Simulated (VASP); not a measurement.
Data:

```xyz
2
Lattice="0.0000 3.1160 3.1160 3.1160 0.0000 3.1160 3.1160 3.1160 0.0000" Properties=species:S:1:pos:R:3 pbc="T T T"
Al     0.0000     0.0000     0.0000
Sb     1.5580     1.5580     1.5580
```

Level of theory: B3LYP hybrid, VASP's PBE PAW potentials (set 64) (plane waves; VASP 6.6.1). Run with 520 eV cut-off, 6×6×6 Γ-centred mesh, Gaussian smearing of 0.050 eV, potentials Al Sb.

Unless said otherwise, spin-orbit coupling is left out, though it shifts the bands of the heavy elements here.

Q: What does the run give for the energy per atom (σ→0), band gap (over the mesh, the named points and PBE's band edges) with the smallest direct gap where there is one?

A: 
- band gap (over the mesh, the named points and PBE's band edges): 2.29 eV
- smallest direct gap (over the mesh, the named points and PBE's band edges): 2.31 eV
- energy per atom (σ→0): -4.513 eV/atom

Only differences to runs with the same potentials and settings are physical.

The compound is AlSb in the zinc blende structure. It was relaxed first.
